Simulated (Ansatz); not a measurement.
# GaN (P6_3mc) in Ansatz: band structure with PBEsol0

Aim: the band structure of GaN with PBEsol0.

Program: Ansatz 0.2.0. These are calculated values, not measurements. Logs are shortened: lines on timing, memory, paths and dates and some standing lists are left out, and cuts for length are marked.

**What was measured.**

“Studying electronic properties in GaN without electrical contacts using γ-γ vs e−-γ Perturbed Angular Correlations”, 2019, pmc:6823545 quotes, for a bulk crystal of GaN: band gap 3.503 ± 0.005 eV (direct).

The runs below are set against these values where they give the same quantity.

### 1 The structure

Symmetry: P6_3mc, No. 186, hexagonal system. The conventional cell has a = 3.180 Å, b = 3.180 Å, c = 5.166 Å, α = 90.00°, β = 90.00°, γ = 120.00°. Ga (site symmetry 3m) is surrounded by 4 N at 1.94 to 1.95 Å. Around N (site symmetry 3m) lie 4 Ga at 1.94 to 1.95 Å.

### 2 Band structure, PBEsol0

The input, input.yaml:

```yaml
crystal:
  lattice:
    - [3.18, 0.0, 0.0]
    - [-1.59, 2.753960784, 0.0]
    - [0.0, 0.0, 5.166]
  atoms:
    - { symbol: Ga, position: [0.6666666667, 0.3333333333, 0.5] }
    - { symbol: Ga, position: [0.3333333333, 0.6666666667, 0.0] }
    - { symbol: "N", position: [0.6666666667, 0.3333333333, 0.875] }
    - { symbol: "N", position: [0.3333333333, 0.6666666667, 0.375] }
hamiltonian:
  xc: { exchange: pbesol, correlation: pbesol, exx: { coeff: 0.25 } }
  pseudopotentials: { kind: paw }
kpoints:
  mp_grid: { grid: [6, 6, 3] }
  band_path:
    path:
      - [[0.0, 0.0, 0.0], [0.5, 0.0, 0.0], [0.3333333333, 0.3333333333, 0.0], [0.0, 0.0, 0.0], [0.0, 0.0, 0.5], [0.5, 0.0, 0.5], [0.3333333333, 0.3333333333, 0.5], [0.0, 0.0, 0.5]]
      - [[0.5, 0.0, 0.5], [0.5, 0.0, 0.0]]
      - [[0.3333333333, 0.3333333333, 0.0], [0.3333333333, 0.3333333333, 0.5]]
    npoints: 4
scf:
  occupations: { method: fermi_dirac, width: 0.05 }
  n_extra_bands: 10
output:
  forces: true
  stress: true
  eigenvalues: true
  fatbands: false
```

Potentials or basis: Ansatz PAW.

Command:

```
> ansatz run input.yaml --threads 2 --pin off --max-ram 5632MiB --backend cpu --events-out ev --progress --plain --runs-dir out
```

The program printed:

```text
Warning: output.stress: scf.convergence.dr2_threshold = 1e-7 eV (the SCF's general default) is looser than the 4e-10 eV advised for a printed stress (1e-10 eV for each atom of the cell: 4). What an SCF threshold leaves in a stress goes as its square root, and in the free energy as the threshold itself, and one threshold admits the most on a small cell: of the crystals measured, under no hybrid functional and no lock of the moments, on runs that ended without the residual-converged pass, on stresses that held no estimate of that error, the worst erred by over 100 MPa in a component at 1e-7 eV an atom and by under 5 at 1e-10. Set scf.convergence.dr2_threshold to 4e-10 eV or tighter. The threshold is an SCF's pass mark: one that does not reach it within its budget of iterations ends unconverged, or closes short of it on a stop that the run arms, and scf.convergence.dr2_threshold's page says what that costs each kind of run
Warning: output.stress: scf.exx.energy_threshold = 1e-6 eV is looser than the 4e-8 eV advised for a stress under a hybrid functional (1e-8 eV for each atom of the cell: 4). Every SCF of the exchange loop can meet its threshold on dr2 while the loop round them stops early: no threshold on dr2 bounds what that leaves in the stress. Set scf.exx.energy_threshold to 4e-8 eV or tighter. The threshold is the loop's pass mark: a loop that does not reach it within its budget of cycles ends unconverged, and scf.exx.energy_threshold's page has the law
Warning: RAYON_NUM_THREADS=2 ignored (pool sized by the plan → 2); use --threads N
scf.n_extra_bands = 10 over 18 filled bands (N_el = 36.0): the run solves 28 bands
Engine: ansatz 0.2.0, aarch64-unknown-linux-gnu
Pseudopotentials: kind: paw
Pseudopotential: Ga, paw, valence charge 13, recommended cutoff 420 eV (normal), Ga.paw.azcp
Pseudopotential: N, paw, valence charge 5, recommended cutoff 420 eV (normal), N.paw.azcp
Functional definition: unnamed
  parameter a_1 = 0.25
  exchange = (1 - a_1)*pbe_x(mu = 0.12345679012345678) + a_1*exact_x
  correlation = pbe_c(beta = 0.046)
Crystal: 4 atoms, lattice volume = 45.242 Å³
Basis set: ecut = 420 eV, 881 PW (Γ), exchange–correlation on 48×48×72 points (8 copies of the dense FFT grid, shifted against one another)
Bands: 28, of which v1, the nominal top of the filled ones, is band 18 counted from 1 (17 counted from 0)
Symmetry: 12 space group operations
Space group: P63mc (ITA 186), of the structure as read, at distance tolerance 3.6e-5 Å
k-points: 14 of 108 (time reversal used)
Non-local potential: Ga, projectors of the file, l = 0: 2, l = 1: 2, l = 2: 3, l = 3: 1
Non-local potential: N, projectors of the file, l = 0: 2, l = 1: 2, l = 2: 1
PAW form: soft (Blöchl's): semilocal exchange-correlation on the pseudo side does not see the compensation charge
PAW frozen core: Ga, regenerated for the run's functional, and the local potential with it (the file was generated under x = pbe(κ = 0.804, μ = 0.2195149727645171), c = pbe(β = 0.06672455060314922))
PAW frozen core: N, regenerated for the run's functional, and the local potential with it (the file was generated under x = pbe(κ = 0.804, μ = 0.2195149727645171), c = pbe(β = 0.06672455060314922))
PAW one-centre angular grid: Ga, 590 points (default); XC on 64 Gauss nodes
PAW one-centre angular grid: N, 110 points (default); XC on 64 Gauss nodes
Initial density: superposition of atomic densities (neutral atoms: chi_scale 0, normalization atom), corrected by the library's trained network
Initial wavefunctions: pseudopotential atomic-orbital guess
Functional: x = pbesol(κ = 0.804, μ = 0.12345679012345678), c = pbesol(β = 0.046), warm-up for x = 0.75 pbesol(κ = 0.804, μ = 0.12345679012345678) + 0.25 exact, c = pbesol(β = 0.046)
SCF iter   1: F=—  HF=-8245.707281 eV  |F-HF|=—  |Δ(HF+E_count)|=         —  Δρ=1.27e-2  dr2=7.01e-2  ethr=1.77e-3  ⟨swp⟩=8.1  Hψ=1773  notcnv=0
preconditioner: auto → none  [insulator: Δε(μ)=1.813 eV  Ē_g=19.975 eV  σ=0.050 eV  W_gap=1.00  n_scr=22 (ndim 8)  ℏωp=33.1 eV  f_vac=0.008  D(μ)=0.00/eV (n_scr^D=0)]
SCF iter   2: F=—  HF=-8245.689440 eV  |F-HF|=—  |Δ(HF+E_count)|=   1.78e-2  Δρ=4.46e-3  dr2=1.00e-2  ethr=1.95e-4  ⟨swp⟩=3.3  Hψ=813  notcnv=0  defer=6
iter 3 solved again at ethr=2.11e-7 eV; its pass at ethr=2.78e-5 eV (dr2=7.58e-5 eV) is discarded
SCF iter   3: F=-8245.686795 eV  HF=-8245.687056 eV  |F-HF|=2.61e-4  |Δ(HF+E_count)|=   2.38e-3  Δρ=5.52e-4  dr2=7.10e-5  ethr=2.11e-7  ⟨swp⟩=4.1  Hψ=1699  notcnv=0  defer=1
SCF 1 stopped early in 3 iterations: F = -8245.686795 eV  dr2 = 7.10e-5
Initial density: handed on by an earlier stage of this run
Initial wavefunctions: those handed on with the density
Functional: x = 0.75 pbesol(κ = 0.804, μ = 0.12345679012345678) + 0.25 exact, c = pbesol(β = 0.046)
Frozen-core exchange: fock
SCF iter   1: F=—  HF=-8272.830258 eV  |F-HF|=—  |Δ(HF+E_count)|=         —  Δρ=1.75e-2  dr2=6.21e-2  ethr=1.97e-6  ⟨swp⟩=5.4  Hψ=1810  notcnv=0
preconditioner: auto → none  [insulator: Δε(μ)=3.833 eV  Ē_g=24.097 eV  σ=0.050 eV  W_gap=1.00  n_scr=22 (ndim 8)  ℏωp=33.1 eV  f_vac=0.007  D(μ)=0.00/eV (n_scr^D=0)]
SCF iter   2: F=—  HF=-8272.802404 eV  |F-HF|=—  |Δ(HF+E_count)|=   2.79e-2  Δρ=4.30e-3  dr2=5.82e-3  ethr=1.97e-6  ⟨swp⟩=4.0  Hψ=1287  notcnv=0
SCF iter   3: F=—  HF=-8272.823340 eV  |F-HF|=—  |Δ(HF+E_count)|=   2.09e-2  Δρ=4.46e-3  dr2=3.84e-3  ethr=1.97e-6  ⟨swp⟩=4.0  Hψ=1230  notcnv=0
SCF iter   4: F=—  HF=-8272.822591 eV  |F-HF|=—  |Δ(HF+E_count)|=   7.49e-4  Δρ=1.40e-3  dr2=3.59e-4  ethr=1.97e-6  ⟨swp⟩=3.0  Hψ=877  notcnv=0
SCF iter   5: F=—  HF=-8272.823070 eV  |F-HF|=—  |Δ(HF+E_count)|=   4.79e-4  Δρ=7.28e-4  dr2=2.07e-4  ethr=8.05e-7  ⟨swp⟩=3.0  Hψ=713  notcnv=0
SCF iter   6: F=—  HF=-8272.823015 eV  |F-HF|=—  |Δ(HF+E_count)|=   5.51e-5  Δρ=2.06e-4  dr2=2.27e-5  ethr=5.36e-7  ⟨swp⟩=3.0  Hψ=728  notcnv=0
SCF iter   7: F=-8272.823008 eV  HF=-8272.823008 eV  |F-HF|=2.46e-7  |Δ(HF+E_count)|=   7.05e-6  Δρ=3.09e-5  dr2=1.65e-6  ethr=5.99e-8  ⟨swp⟩=3.0  Hψ=738  notcnv=0  defer=1
SCF 2 stopped early in 7 iterations: F = -8272.823008 eV  dr2 = 1.65e-6
  Residual-converged pass: ⟨swp⟩=4.0  Hψ=1041  notcnv=0  max |occ|·‖R‖ = 6.6e-6 eV (tolerance 6.7e-6 eV)  dr2=1.59e-6  dr2_onsite=1.18e-8  max |Δocc| = 7.3e-23
hybrid outer 1: dexx = +2.321e-2 eV, tail = 6.79e-5 eV
Frozen-core exchange: fock
SCF iter   1: F=—  HF=-8272.822486 eV  |F-HF|=—  |Δ(HF+E_count)|=         —  Δρ=3.80e-5  dr2=7.39e-7  ethr=9.43e-7  ⟨swp⟩=4.0  Hψ=927  notcnv=0
preconditioner: auto → none  [insulator: Δε(μ)=3.876 eV  Ē_g=23.923 eV  σ=0.050 eV  W_gap=1.00  n_scr=22 (ndim 8)  ℏωp=33.1 eV  f_vac=0.010  D(μ)=0.00/eV (n_scr^D=0)]
SCF iter   2: F=—  HF=-8272.822488 eV  |F-HF|=—  |Δ(HF+E_count)|=   1.80e-6  Δρ=1.61e-5  dr2=9.79e-8  ethr=1.43e-9  ⟨swp⟩=4.1  Hψ=1168  notcnv=0
SCF iter   3: F=—  HF=-8272.822488 eV  |F-HF|=—  |Δ(HF+E_count)|=   1.15e-8  Δρ=4.95e-6  dr2=5.29e-9  ethr=2.64e-10  ⟨swp⟩=3.2  Hψ=900  notcnv=0  defer=2
SCF iter   4: F=—  HF=-8272.822488 eV  |F-HF|=—  |Δ(HF+E_count)|=   2.56e-9  Δρ=2.48e-6  dr2=1.97e-9  ethr=1.16e-11  ⟨swp⟩=3.1  Hψ=788  notcnv=0  defer=1
SCF iter   5: F=-8272.822488 eV  HF=-8272.822488 eV  |F-HF|=1.74e-9  |Δ(HF+E_count)|=   7.13e-9  Δρ=1.81e-6  dr2=1.66e-9  ethr=2.47e-12  ⟨swp⟩=4.2  Hψ=950  notcnv=0  defer=2
SCF 3 converged in 5 iterations: F = -8272.822488 eV  dr2 = 1.66e-9
  Residual-converged pass: ⟨swp⟩=2.4  Hψ=628  notcnv=0  max |occ|·‖R‖ = 6.0e-7 eV (tolerance 6.3e-7 eV)  dr2=1.67e-9  dr2_onsite=4.00e-10  max |Δocc| = 9.7e-27
hybrid outer 2: dexx = +8.853e-7 eV, tail = 4.08e-8 eV, Δε = 2.82e-3 eV (about 8.69e-5 eV left of the loop's levels), ΔF = 2.70e-4 eV/Å (tail 1.70e-4)
NSCF: frozen V_eff on 39 k-points
hybrid SCF converged: 2 outer / 12 inner (+3 warm-up), last move |dexx| = 8.85e-7 eV, tail = 4.08e-8 eV
Stability not checked: this state was not tested for a lower state beside it, because the functional holds exact exchange (a hybrid, or Hartree-Fock), whose exchange loop this test does not read (fock_operator; see scf.lower_state_search)
Free energy (F): -8272.822488 eV
Frozen-core exchange: fock
Harris-Foulkes:  -8272.822488 eV  (|F-HF|=1.74e-9)
Internal energy: -8272.822488 eV  (E = F + TS)
E sigma→0 (E₀):  -8272.822488 eV
Fermi energy:    10.493066 eV
--- Per-component energies (eV) ---
  E_band       = -106.938797
  E_kinetic    = 493.593198
  E_local      = -3898.616437  (includes V_loc(G=0)·N_el)
  E_nonlocal   = 954.115058
  E_hartree    = 1799.197504
  E_xc         = -197.317941
  E_vxc        = -206.855561  (∫ρ·V_xc dr)
  E_exx        = -138.919952  (= α·E_x^exact, valence–valence)
  E_paw        = -4102.462482  (= ΣΔE_a)
  E_vpaw       = -769.730017  (= ΣTr[D̂ρ^β])
  E_aug_tail   = 0.000038  (compensation charges beyond the density's cutoff)
  E_ewald      = -3183.826728
  E_core_change = 1.415255  (= ΣΔE_core)
  E_smearing   = -0.000000  (= −TS)
  E_closure    = -0.000000  (closes the sum)
  Σ components = -8272.822488   (vs F -8272.822488, Δ=0.00e0)
--- Forces (eV/Å), atoms counted from 1 ---
  atom   1  Ga     0.00000000    -0.00000000    -0.15205103
  atom   2  Ga     0.00000000     0.00000000    -0.15205103
  atom   3  N      0.00000000    -0.00000000     0.15204080
  atom   4  N      0.00000000     0.00000000     0.15204080
  max |Σ_I F_I| component: 2.05e-5 eV/Å
--- Stress (GPa, compression-positive) ---
       -4.128452       0.000000      -0.000000
        0.000000      -4.128452       0.000000
       -0.000000       0.000000      -2.455761
  P = ⅓ Tr σ = -3.5709 GPa (-35.709 kbar)
--- Band table (eV; the first three rows and the last of 14) ---
  k-point 0: bands = ["-9.0865", "-8.4766", "-7.2222", "-7.2006", "-7.2006", "-7.1383", "-7.1383", "-6.9443", "-6.9443", "-6.8515", "-6.8515", "-5.1125", "0.7602", "7.3650", "7.3650", "8.4708", "8.5341", "8.5341", "12.4100", "14.9188", "20.2280", "20.6920", "20.6920", "21.6808", "22.7050", "22.7050", "25.2631", "26.4109"]
  k-point 1: bands = ["-8.8186", "-8.5188", "-7.1923", "-7.1923", "-7.1609", "-7.1609", "-7.0374", "-6.9145", "-6.9145", "-6.8684", "-6.8684", "-6.0871", "2.6309", "6.0789", "7.6431", "7.6431", "8.2261", "8.2261", "14.1614", "15.0752", "19.5374", "19.8960", "20.8664", "20.8664", "21.7931", "21.7931", "26.2476", "27.9285"]
  k-point 2: bands = ["-8.8616", "-8.4416", "-7.1888", "-7.1678", "-7.1132", "-7.0904", "-7.0412", "-6.9651", "-6.9437", "-6.8824", "-6.8458", "-4.8874", "1.1906", "5.5475", "6.7244", "6.8045", "8.1500", "8.2699", "13.9874", "16.2939", "18.9247", "19.7179", "21.3501", "21.3988", "22.3759", "23.2710", "23.6170", "25.7153"]
  k-point 13: bands = ["-8.3728", "-8.3728", "-7.1312", "-7.0670", "-7.0670", "-7.0135", "-6.9279", "-6.9158", "-6.9151", "-6.9151", "-4.6004", "-4.6004", "1.9954", "1.9954", "3.2598", "4.6315", "6.5046", "6.5046", "16.8067", "17.6219", "17.6219", "18.6843", "20.2534", "20.2534", "24.0821", "25.1671", "25.1671", "26.0904"]
```

Run time: 3.3 min. Hardware: 2 threads of Arm Neoverse V2, shared host; peak memory 0.96 GiB.

Results:

| Quantity | Value |
| --- | --- |
| Free energy | -8272.8225 eV |
| Pressure | -3.6 GPa |
| Largest force | 0.152 eV/Å |
| Band gap on the k mesh | 3.88 eV, direct |
| Band gap along the path | 3.88 eV, direct |

Forces in eV/Å, atoms in the order of the input:
```
Ga   0.000  0.000 -0.152
Ga   0.000  0.000 -0.152
N    0.000  0.000  0.152
N    0.000  0.000  0.152
```

Levels at the corners of the path, in eV from the valence-band top:
| point | band 16 | band 17 | band 18 | band 19 | band 20 | band 21 |
| --- | --- | --- | --- | --- | --- | --- |
| Γ | -0.06 | 0.00 | 0.00 | 3.88 | 6.38 | 11.69 |
| M | -3.04 | -2.47 | -1.09 | 6.98 | 7.68 | 8.12 |
| K | -3.33 | -3.33 | -3.00 | 6.89 | 10.40 | 10.40 |
| Γ | -0.06 | 0.00 | 0.00 | 3.88 | 6.38 | 11.69 |
| A | -0.60 | -0.60 | -0.60 | 6.37 | 6.37 | 10.81 |
| L | -2.15 | -2.10 | -2.10 | 6.32 | 6.32 | 10.07 |
| H | -4.64 | -1.63 | -1.63 | 8.62 | 8.62 | 9.37 |
| A | -0.60 | -0.60 | -0.60 | 6.37 | 6.37 | 10.81 |
| L | -2.15 | -2.10 | -2.10 | 6.32 | 6.32 | 10.07 |
| M | -3.04 | -2.47 | -1.09 | 6.98 | 7.68 | 8.12 |
| K | -3.33 | -3.33 | -3.00 | 6.89 | 10.40 | 10.40 |
| H | -4.64 | -1.63 | -1.63 | 8.62 | 8.62 | 9.37 |

Caveat: the pressure holds a Pulay correction of +0.5 GPa for the finite cutoff; the PAW data sets come from PBE, with cores solved anew for the run's functional, which leaves a small shift of forces and pressure; the thresholds are loose for stress.

### 3 Against experiment

Step 2. Against the measured gap of GaN, 3.503 eV (direct; quoted in “Studying electronic properties in GaN without electrical contacts using γ-γ vs e−-γ Perturbed Angular Correlations”, 2019, pmc:6823545), the calculated 3.88 eV is off by +0.37 eV. Spin-orbit coupling on Ga is left out. The value is that of PBEsol0, without temperature or zero-point motion.
